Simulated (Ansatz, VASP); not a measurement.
# Cross-check of AlIn between VASP and Ansatz, part 2 of 2

One calculation is typed for both programs; each brings its own data sets. How far apart do they land? The cell is generated by rule, not measured, and may not be a known phase. The cell is taken from a series of runs on this material, whose earlier steps may have relaxed, scaled, displaced or heated it; both programs get it as it stands.

VASP 6.6.1 and Ansatz 0.2.0.

So far: The structure; VASP: zone-centre phonons, PBEsol.

The structure was built from a prototype and need not be the compound's stable phase.

## (3) Ansatz: zone-centre phonons, PBEsol

Level of this step: Ansatz beside VASP: Kohn-Sham DFT, plane waves, PBEsol (Ansatz).

Ansatz runs on its default PAW (the set named soft_2) files.

The same cell, functional, mesh and smearing now go to Ansatz, which takes its cutoff from its data sets.

File input.yaml:

```yaml
crystal:
  lattice:
    - [3.1607125212, 0.0, 0.0]
    - [0.0, 3.1607125212, 0.0]
    - [0.0, 0.0, 8.4197372592]
  atoms:
    - { symbol: Al, position: [0.0, 0.5, 0.9002636751] }
    - { symbol: Al, position: [0.5, 0.0, 0.0997363249] }
    - { symbol: In, position: [0.0, 0.5, 0.3516354448] }
    - { symbol: In, position: [0.5, 0.0, 0.6483645552] }
kpoints:
  mp_grid: { grid: [14, 14, 6] }
hamiltonian:
  xc: pbesol
scf:
  occupations: { method: methfessel_paxton, width: 0.2 }
output:
  eigenvalues: true
phonons:
  method: dfpt
```

Run with:

```sh
$ ansatz run input.yaml --threads 4 --pin off --max-ram 7168MiB --backend cpu --events-out ev --progress --plain --runs-dir out
```

Numbers of over 12 decimals in the logs are rounded to 6 here.

The log of the run:

```text
zone centre: on kpoints.mp_grid the ground state, and the responses unless they are solved on pairs of k-points, stand on 256 of the mesh's 1176 k-points, reduced under 4 symmetry operations, with k and −k counted as one. Each operation leaves every solved displacement unchanged or reverses it
Engine: ansatz 0.2.0, x86_64-unknown-linux-gnu
Pseudopotentials: kind: paw
Pseudopotential: Al, paw, valence charge 3, recommended cutoff 420 eV (normal), Al.paw.azcp
Pseudopotential: In, paw, valence charge 13, recommended cutoff 420 eV (normal), In.paw.azcp
Functional definition: PBEsol
  exchange = pbesol_x
  correlation = pbesol_c
Crystal: 4 atoms, lattice volume = 84.114 Å³
Basis set: ecut = 420 eV, 1653 PW (Γ), exchange–correlation on 48×48×120 points (8 copies of the dense FFT grid, shifted against one another)
Bands: 20, of which v1, the nominal top of the filled ones, is band 16 counted from 1 (15 counted from 0)
Symmetry: 16 space group operations
k-points: 256 of 1176 (irreducible under 4 space group operations, time reversal used)
Non-local potential: Al, projectors of the file, l = 0: 2, l = 1: 2, l = 2: 1
Non-local potential: In, projectors of the file, l = 0: 2, l = 1: 2, l = 2: 2, l = 3: 2
PAW form: soft (Blöchl's): semilocal exchange-correlation on the pseudo side does not see the compensation charge
PAW frozen core: Al, regenerated for the run's functional, and the local potential with it (the file was generated under x = pbe(κ = 0.804, μ = 0.219515), c = pbe(β = 0.066725))
PAW frozen core: In, regenerated for the run's functional, and the local potential with it (the file was generated under x = pbe(κ = 0.804, μ = 0.219515), c = pbe(β = 0.066725))
PAW one-centre angular grid: Al, 110 points (default); XC on 64 Gauss nodes
PAW one-centre angular grid: In, 590 points (default); XC on 64 Gauss nodes
Initial density: superposition of atomic densities (neutral atoms: chi_scale 0, normalization atom), corrected by the library's trained network
Initial wavefunctions: pseudopotential atomic-orbital guess
Functional: x = pbesol(κ = 0.804, μ = 0.123457), c = pbesol(β = 0.046)
SCF iter   1: F=—  HF=-12099.521077 eV  |F-HF|=—  |Δ(HF+E_count)|=         —  Δρ=2.55e-3  dr2=1.23e-2  ethr=1.77e-3  ⟨swp⟩=6.9  Hψ=57871  notcnv=0  defer=6
automatic band count: the SCF goes on with 24 bands, as 20 were too few: the levels above may hold too much charge
preconditioner: auto → Kerker (q_TF=auto, 2.322 Å⁻¹)  [metal: Δε(μ)=0.018 eV  Ē_g=14.675 eV  σ=0.200 eV  W_gap=0.08  n_scr=18 (ndim 8)  ℏωp=22.9 eV  f_vac=0.000  D(μ)=1.33/eV (n_scr^D=4)]
SCF iter   2: F=—  HF=-12099.516092 eV  |F-HF|=—  |Δ(HF+E_count)|=   4.99e-3  S|Δr|=    0.00e0  Δρ=1.55e-3  dr2=4.93e-3  ethr=3.84e-5  ⟨swp⟩=1.0  Hψ=8205  notcnv=0  defer=7
SCF iter   3: F=—  HF=-12099.515198 eV  |F-HF|=—  |Δ(HF+E_count)|=   8.93e-4  S|Δr|=    0.00e0  Δρ=8.56e-4  dr2=6.73e-4  ethr=1.54e-5  ⟨swp⟩=2.0  Hψ=8957  notcnv=0  defer=7
SCF iter   4: F=—  HF=-12099.515010 eV  |F-HF|=—  |Δ(HF+E_count)|=   1.88e-4  S|Δr|=    0.00e0  Δρ=1.66e-4  dr2=1.15e-4  ethr=2.10e-6  ⟨swp⟩=2.0  Hψ=8240  notcnv=0  defer=7
SCF iter   5: F=—  HF=-12099.514997 eV  |F-HF|=—  |Δ(HF+E_count)|=   1.37e-5  S|Δr|=    0.00e0  Δρ=9.85e-5  dr2=1.21e-5  ethr=3.59e-7  ⟨swp⟩=1.6  Hψ=5915  notcnv=0  defer=7
SCF iter   6: F=—  HF=-12099.514994 eV  |F-HF|=—  |Δ(HF+E_count)|=   2.86e-6  S|Δr|=    0.00e0  Δρ=3.45e-5  dr2=1.08e-6  ethr=3.79e-8  ⟨swp⟩=2.4  Hψ=9285  notcnv=0  defer=7
SCF iter   7: F=—  HF=-12099.514994 eV  |F-HF|=—  |Δ(HF+E_count)|=   4.90e-7  S|Δr|=    0.00e0  Δρ=2.57e-6  dr2=5.51e-9  ethr=3.36e-9  ⟨swp⟩=2.0  Hψ=8768  notcnv=0  defer=7
SCF iter   8: F=—  HF=-12099.514994 eV  |F-HF|=—  |Δ(HF+E_count)|=  9.93e-10  S|Δr|=    0.00e0  Δρ=1.17e-6  dr2=1.23e-9  ethr=1.72e-11  ⟨swp⟩=2.7  Hψ=10122  notcnv=0  defer=7
SCF iter   9: F=—  HF=-12099.514994 eV  |F-HF|=—  |Δ(HF+E_count)|=  4.17e-10  S|Δr|=    0.00e0  Δρ=1.64e-7  dr2=2.51e-11  ethr=3.84e-12  ⟨swp⟩=2.0  Hψ=8659  notcnv=0  defer=7
SCF iter  10: F=-12099.514994 eV  HF=-12099.514994 eV  |F-HF|=1.82e-12  |Δ(HF+E_count)|=  3.64e-12  S|Δr|=    0.00e0  Δρ=1.88e-8  dr2=5.00e-13  ethr=1.00e-12  ⟨swp⟩=9.3  Hψ=30959  notcnv=0
SCF 1 converged in 10 iterations: F = -12099.514994 eV  dr2 = 5.00e-13
  greatest PAW one-centre occupation: 0.981 electrons in one spin orbital (limit 2), on the In atom at site 3 (counted from 0), in its partial waves of l = 2
DFPT response loops at Γ: preconditioner auto → Kerker (q_TF=auto, 2.322 Å⁻¹) (partly filled bands, converged f_vac=0.000); β = 1.00, the filter's whole step (`scf.mixing.beta` (0.50) is not read by the response loops under this deck's `scf.mixing.preconditioner`; to damp them name `kerker` or `kerker_dos`, under which they read `scf.mixing.beta`, and type it under 1.00, their step now; both keys bind the ground state too); Broyden in place of MSR1
SCF converged after 10 iterations
Stability not checked: this state was not tested for a lower state beside it, because cold or Methfessel-Paxton smearing, or corrected tetrahedra, fill the levels in a way that the test cannot read (fill_not_monotonic; see scf.lower_state_search)
Free energy (F): -12099.514994 eV
Harris-Foulkes:  -12099.514994 eV  (|F-HF|=1.82e-12)
Internal energy: -12099.518486 eV  (E = F + TS)
E sigma→0 (E₀):  -12099.515867 eV
Entropy (-TS):   0.003492 eV (0.873 meV/atom)
Fermi energy:    9.515453 eV
--- Per-component energies (eV) ---
  E_band       = -36.070582
  E_kinetic    = 528.626613
  E_local      = -2973.996998  (includes V_loc(G=0)·N_el)
  E_nonlocal   = 756.156114
  E_hartree    = 1258.926934
  E_xc         = -506.652602
  E_vxc        = -258.931244  (∫ρ·V_xc dr)
  E_paw        = -9072.958649  (= ΣΔE_a)
  E_vpaw       = -605.778943  (= ΣTr[D̂ρ^β])
  E_aug_tail   = 0.000046  (compensation charges beyond the density's cutoff)
  E_ewald      = -2090.130026
  E_core_change = 0.510083  (= ΣΔE_core)
  E_smearing   = 0.003492  (= −TS)
  E_closure    = 0.000000  (closes the sum)
  Σ components = -12099.514994   (vs F -12099.514994, Δ=0.00e0)
--- Band table (eV; the first three rows and the last of 256) ---
  k-point 0: bands = [... 12 lower, 1.4440, 7.5274, 8.5487, 13.0777, 13.0777, 14.2112, 15.7432, 15.7432, ... 4 higher]
  k-point 1: bands = [... 12 lower, 2.1689, 6.5715, 9.6047, 13.1142, 13.1142, 14.2117, 15.2079, 15.2079, ... 4 higher]
  k-point 2: bands = [... 12 lower, 3.0729, 5.3563, 11.1141, 13.1992, 13.1992, 14.2128, 14.5072, 14.7677, ... 4 higher]
  k-point 255: bands = [... 12 lower, 7.2270, 7.2270, 7.6018, 7.6018, 8.4268, 8.4268, 11.0059, 11.0059, ... 4 higher]
--- Phonons (Γ-DFPT): 4 representative perturbations + reference, on 256 of 1176 k-points (Σ response iterations 12) ---
  k mesh reduced under 4 symmetry operations, with k and −k counted as one. Each operation leaves every solved displacement unchanged or reverses it
  ASR residual: 1.185e-5 → 0.000e0 eV/Å²; symmetrization residual: 2.605e-6 eV/Å²
  ASR residual per site (eV/Å²): 9.46e-6 9.46e-6 1.18e-5 1.18e-5
  Γ frequencies (cm⁻¹): 0.00 0.00 0.00 33.01 33.01 70.19 70.19 102.43 147.11 201.19 201.19 267.99
  non-analytic LO–TO correction: not included (Born effective charges unavailable; polar crystals: no LO–TO splitting at Γ)
```

In the SCF lines HF is the Harris–Foulkes energy and dr2 the Hartree energy of the density residual, in eV; the loop may stop once dr2 is under the threshold and the program's other checks hold. Hψ counts applications of the Hamiltonian.

## (4) Differences

Known differences besides the potentials themselves: the cutoff is 420 eV in Ansatz and 500 eV in VASP; Ansatz makes its cores anew for this functional, VASP keeps those of its PBE data sets. Total energies have different zeros and are not compared.

Compared:

```
                  quantity  Ansatz   VASP  difference
optical mode 1 to 2 (cm⁻¹)    33.0   36.7        -3.7
optical mode 3 to 4 (cm⁻¹)    70.2   70.9     -1.06 %
     optical mode 5 (cm⁻¹)   102.4  103.4     -0.91 %
     optical mode 6 (cm⁻¹)   147.1  147.5     -0.24 %
optical mode 7 to 8 (cm⁻¹)   201.2  202.1     -0.43 %
     optical mode 9 (cm⁻¹)   268.0  268.5     -0.18 %
```

Modes are paired by rising frequency, not by their patterns, so a pair may set unlike modes beside each other; they are those without the splitting of longitudinal modes.

## (5) Summary of results

```json
{"r.m.s. difference of the optical zone-centre modes, each program's sorted by frequency (zone-centre phonons, PBEsol)": "1.9 cm⁻¹", "difference in optical mode 3 to 4 (zone-centre phonons, PBEsol)": "-1.1 %"}
```

What this shows: The r.m.s. difference of the optical zone-centre modes, each program's sorted by frequency is 1.9 cm⁻¹ (zone-centre phonons, PBEsol). Among the rows given in per cent, the largest difference of the zone-centre phonons, PBEsol pair is in optical mode 3 to 4, -1.1 %. Such differences can come from data sets, numerical settings and the points named under the comparisons, not from the functional's error against experiment.

[Lines on the potential files, build, host, timing and source positions are cut from VASP's logs without a mark.]

[Logs are printed without paths, hosts, clocks, repeated set-up lines and the standing remarks that a program may print on its own settings, such as how far it seeks lower states.]

[Hosts, paths, dates, database ids (printed as entryN), source tags and the programs' standing remarks are cut or masked in the printed files.]
